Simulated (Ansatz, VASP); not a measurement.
## One calculation of MgB2, two programs

INCAR

```
SYSTEM = MgB2
PREC = Accurate
ENCUT = 520
EDIFF = 1E-6
ISMEAR = 0
SIGMA = 0.02
LREAL = .FALSE.
LASPH = .TRUE.
NELM = 80
ALGO = Normal
ISIF = 2
LWAVE = .FALSE.
LCHARG = .FALSE.
GGA = PE
LOPTICS = .TRUE.
NBANDS = 36
NEDOS = 1000
CSHIFT = 0.1
```

File KPOINTS:

```
Automatic mesh
0
G
  10 10 8
  0 0 0
```

The input POSCAR:

```
MgB2
1.0
    3.0850000000      0.0000000000      0.0000000000
   -1.5425000000      2.6716883707      0.0000000000
    0.0000000000      0.0000000000      3.5230000000
Mg B
1 2
Direct
    0.0000000000      0.0000000000      0.0000000000
    0.6666666667      0.3333333333      0.5000000000
    0.3333333333      0.6666666667      0.5000000000
```

Contents of input.yaml:

```yaml
crystal:
  lattice:
    - [3.085, 0.0, 0.0]
    - [-1.5425, 2.6716883707, 0.0]
    - [0.0, 0.0, 3.523]
  atoms:
    - { symbol: Mg, position: [0.0, 0.0, 0.0] }
    - { symbol: B, position: [0.6666666667, 0.3333333333, 0.5] }
    - { symbol: B, position: [0.3333333333, 0.6666666667, 0.5] }
hamiltonian:
  xc: pbe
  pseudopotentials: { kind: paw }
kpoints:
  mp_grid: { grid: [10, 10, 8] }
scf:
  occupations: { method: gaussian, width: 0.02 }
output:
  forces: true
  stress: true
  eigenvalues: true
```

Alike in both runs: functional PBE; k mesh 10 × 10 × 8; occupations gaussian, width 0.02 eV; no spin polarisation.

|  | VASP | Ansatz |
| --- | --- | --- |
| version | VASP 6.6.1 | Ansatz 0.2.0 |
| potentials or method | VASP PAW PBE potentials, release 64 (Mg, B) | Ansatz PAW |
| plane-wave cutoff (eV) | 520 | 420 |
| valence electrons in the cell | 8 | 16 |
| task | optical spectrum | single point |

```csv
,VASP,Ansatz,Ansatz less VASP
gap on the k mesh at the Fermi level (eV),none,none,-
pressure (GPa),-1.1,-0.9,+0.26
largest component of the traceless stress (GPa),0.64,0.53,-0.110
```

A gap of «none» marks a metal or a gap that the smearing closes. The two sets of potentials don't hold the same shells in valence.

Caveats: spectra need much finer meshes, so this one isn't converged (VASP); independent-particle spectra lack excitons (VASP); the intraband (Drude) part of a metal's response may be missing (VASP).
